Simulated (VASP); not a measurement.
Input of a VASP 6.6.1 run:

File INCAR:

```
SYSTEM = CdSe
PREC = Accurate ; ENCUT = 600
EDIFF = 1E-7 ; ISMEAR = 0
SIGMA = 0.03 ; LREAL = .False.
LASPH = .True. ; NELM = 80
ALGO = Normal ; ISIF = 3
LWAVE = .False. ; LCHARG = .False.
GGA = PS ; IBRION = 2
NSW = 90 ; EDIFFG = -0.005
```

File KPOINTS:

```
Automatic mesh
0
Gamma
  8 8 8
  0 0 0
```

POSCAR

```
CdSe                                    
1.0
    0.0000000000      3.0462087306      3.0462087306
    3.0462087306      0.0000000000      3.0462087306
    3.0462087306      3.0462087306      0.0000000000
  Cd              Se            
     1     1
Direct
     0.0000000000000000    0.0000000000000000    0.0000000000000000
     0.7500000000000000    0.7500000000000000    0.7500000000000000
```

Potentials or basis: VASP PAW PBE potentials, release 64 (Cd, Se).

Launch:

```sh
$ cat potpaw_PBE.64/Cd/POTCAR potpaw_PBE.64/Se/POTCAR > POTCAR
$ mpirun -np 1 vasp_std > vasp.out
```

Problem. What does it give for the band gap on the k mesh?

Solution. 0.47 eV, direct.

Final structure:
```xyz
2
Lattice="0.0000 3.0462 3.0462 3.0462 0.0000 3.0462 3.0462 3.0462 0.0000" Properties=species:S:1:pos:R:3 pbc="T T T"
Cd    0.0000    0.0000    0.0000
Se    4.5693    4.5693    4.5693
```

Caveat: the relaxation stopped at its first step, so nothing moved.
